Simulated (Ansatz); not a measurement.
A crystal relaxed with r2SCAN+rVV10 in Ansatz 0.2.0 has space group P-3m1 (No. 164) and a = 3.411 Å, c = 5.739 Å.

```tsv
atom	site	x	y	z
Ti	1a	0.0000	0.0000	0.0000
Xx	2d	0.3333	0.6667	0.2449
```

The r2SCAN gap is indirect, 0.14 eV (Γ to L), below the direct gap of 0.62 eV at Γ. With HSE06 the valence top lies at Γ and the conduction bottom at L, 0.61 eV higher; the smallest vertical gap, at Γ, is 1.16 eV. PBE gives no gap: the lowest nominally empty band dips 0.08 eV below the top of the last filled one (its bottom at L, the top at Γ), so the cell is a metal or semimetal at this level. Meshes: r2SCAN 12×12×4, HSE06 6×6×4, PBE 12×12×4.

Question: Which element is Xx?
A. O
B. Se
C. Te
D. S

Answer: D. Xx is S: TiS₂ in the CdI2 structure. Around Ti lie 6 S at 2.42 Å; around S lie 3 Ti at 2.42 Å.

Spin-unpolarised throughout; all numbers are computed.

The meshes of the hybrids are coarse, so their gaps aren't converged to the digits shown.
